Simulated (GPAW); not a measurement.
## HfC: single point with PBE

HfC:

```
CELL_PARAMETERS angstrom
0.00000 2.32500 2.32500
2.32500 0.00000 2.32500
2.32500 2.32500 0.00000
ATOMIC_POSITIONS crystal
Hf 0.50000 0.50000 0.50000
C 0.00000 0.00000 0.00000
```

```
Program             : GPAW 26.7.0
Task                : single point
Functional          : PBE
Potentials or basis : GPAW PAW data sets (gpaw-data 1.2.1)
Cutoff              : 800 eV
Basis               : pw
k mesh              : 10 × 10 × 10
Occupations         : gaussian, width 0.026 eV
Spin                : no spin polarisation
```

* Pressure: 1.3 GPa
* Band gap on the k mesh: none (metal or under the smearing width)

Levels at points of the mesh, in eV from the Fermi level:
```
           k point  band 5  band 6  band 7  band 8  band 9  band 10  band 11  band 12
(0.00, 0.00, 0.00)  -12.32    0.99    0.99    0.99    1.36     1.36     1.36     3.36
(0.50, 0.50, 0.00)  -10.44   -2.65   -1.80   -0.13   -0.13     5.27     6.68     6.68
(0.50, 0.50, 0.50)   -8.61   -6.16   -3.01   -3.01    5.27     5.27     5.75     6.55
```

Run time: 18 s on 1 thread of Intel(R) Xeon(R) Platinum 8488C (Sapphire Rapids), on a shared host, peak memory 0.18 GiB.

The run has no spin-orbit coupling, so splittings on Hf are missing.
